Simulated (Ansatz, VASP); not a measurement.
## One calculation of SiC, two programs

The input INCAR:

```
SYSTEM = SiC
PREC = Accurate ; ENCUT = 520
EDIFF = 1E-6 ; ISMEAR = 0
SIGMA = 0.1 ; LREAL = .False.
LASPH = .True. ; NELM = 80
ALGO = Normal ; ISIF = 2
LWAVE = .False. ; LCHARG = .False.
GGA = PE ; NBANDS = 36
```

Contents of KPOINTS:

```
Automatic mesh
0
Gamma
  3 3 2
  0 0 0
```

Contents of POSCAR:

```
SiC
1.0
    4.9139411842      0.0000000000      0.0000000000
   -2.4569705921      4.2555978982      0.0000000000
    0.0000000000      0.0000000000      5.9904253355
Si C
6 6
Direct
    0.6147602161      0.0000000000      0.3333333333
    0.6147602161      0.0000000000      0.8333333333
    0.0000000000      0.6147602161      0.1666666667
    0.0000000000      0.6147602161      0.6666666667
    0.3852397839      0.3852397839      0.0000000000
    0.3852397839      0.3852397839      0.5000000000
    0.3722391761      0.0000000000      0.0833333333
    0.3722391761      0.0000000000      0.5833333333
    1.0000000000      0.3722391761      0.4166666667
    1.0000000000      0.3722391761      0.9166666667
    0.6277608239      0.6277608239      0.2500000000
    0.6277608239      0.6277608239      0.7500000000
```

Input for Ansatz:

```yaml
crystal:
  lattice:
    - [4.9139411842, 0.0, 0.0]
    - [-2.4569705921, 4.2555978982, 0.0]
    - [0.0, 0.0, 5.9904253355]
  atoms:
    - { symbol: Si, position: [0.6147602161, 0.0, 0.3333333333] }
    - { symbol: Si, position: [0.6147602161, 0.0, 0.8333333333] }
    - { symbol: Si, position: [0.0, 0.6147602161, 0.1666666667] }
    - { symbol: Si, position: [0.0, 0.6147602161, 0.6666666667] }
    - { symbol: Si, position: [0.3852397839, 0.3852397839, 0.0] }
    - { symbol: Si, position: [0.3852397839, 0.3852397839, 0.5] }
    - { symbol: C, position: [0.3722391761, 0.0, 0.0833333333] }
    - { symbol: C, position: [0.3722391761, 0.0, 0.5833333333] }
    - { symbol: C, position: [1.0, 0.3722391761, 0.4166666667] }
    - { symbol: C, position: [1.0, 0.3722391761, 0.9166666667] }
    - { symbol: C, position: [0.6277608239, 0.6277608239, 0.25] }
    - { symbol: C, position: [0.6277608239, 0.6277608239, 0.75] }
basis:
  ecutwfc: 420
kpoints:
  mp_grid: { grid: [3, 3, 2] }
hamiltonian:
  xc: pbe
scf:
  occupations: { method: gaussian, width: 0.1 }
  lower_state_search: "off"
output:
  forces: true
  stress: true
  eigenvalues: true
```

Alike in both runs: task single point; functional PBE; k mesh 3 × 3 × 2; occupations gaussian, width 0.1 eV; no spin polarisation.

|  | VASP | Ansatz |
| --- | --- | --- |
| version | VASP 6.6.1 | Ansatz 0.2.0 |
| potentials or method | VASP PAW PBE potentials, release 64 (Si, C) | scalar-relativistic, plane waves, PAW |
| plane-wave cutoff (eV) | 520 | 420 |
| valence electrons in the cell | 48 | 48 |

```csv
,VASP,Ansatz,Ansatz less VASP
gap on the k mesh at the Fermi level (eV),1.42,1.42,+0.007
least direct gap on the mesh (eV),1.42,1.42,+0.007
pressure (GPa),0.0,0.0,0.00
largest component of the traceless stress (GPa),0.87,0.80,-0.073
rms of the force components (eV/Å),0.023,0.024,+0.0011
```

Atom by atom the forces differ by 0.001 eV/Å (rms over components). With one functional, cell and mesh, what is left measures potentials, basis and numerics.

Caveats: the k mesh is coarse (spacing up to 0.52 Å⁻¹), so the values aren't converged.
